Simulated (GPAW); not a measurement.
Crystal: Cl.

```xyz
4
Lattice="3.1450 -2.2500 0.0000 3.1450 2.2500 0.0000 0.0000 0.0000 8.2100" Properties=species:S:1:pos:R:3 pbc="T T T"
Cl    3.1450    0.5850    3.2840
Cl    3.1450    1.6650    7.3890
Cl    3.1450   -0.5850    4.9260
Cl    3.1450   -1.6650    0.8210
```

Base run:

* Program: GPAW 26.7.0
* Functional: RPBE
* Potentials or basis: the program's PAW data sets (release 1.2.1) made for this functional
* Cutoff: 500 eV
* Basis: pw
* k mesh: 6 × 6 × 3
* Occupations: fermi-dirac, width 0.001 eV
* Spin: no spin polarisation

Its results: band gap on the k mesh 2.57 eV, indirect (least direct gap 2.63 eV); electronic dielectric tensor (diagonal) 2.05, 2.73, 3.75.

Q: After a change of settings the same cell gave: band gap on the k mesh, kohn-sham part alone 3.20 eV, indirect (least direct gap 3.26 eV); electronic dielectric tensor (diagonal) 1.96, 2.44, 3.15. Which change was it?
A. functional from RPBE to PBEsol; potentials or basis from the program's PAW data sets (release 1.2.1) made for this functional to PAW data sets generated in the run's folder for this functional
B. functional from RPBE to LDA
C. functional from RPBE to GLLB-SC
D. functional from RPBE to AM05; potentials or basis from the program's PAW data sets (release 1.2.1) made for this functional to PAW data sets generated in the run's folder for this functional

A: C.

Caveats: the long-wavelength limit can be off by a per cent or two; a model potential gives levels but no total energy (some runs); response on these states lacks terms of the Hamiltonian (some runs).

Runs at the PBE level aren't shown here.
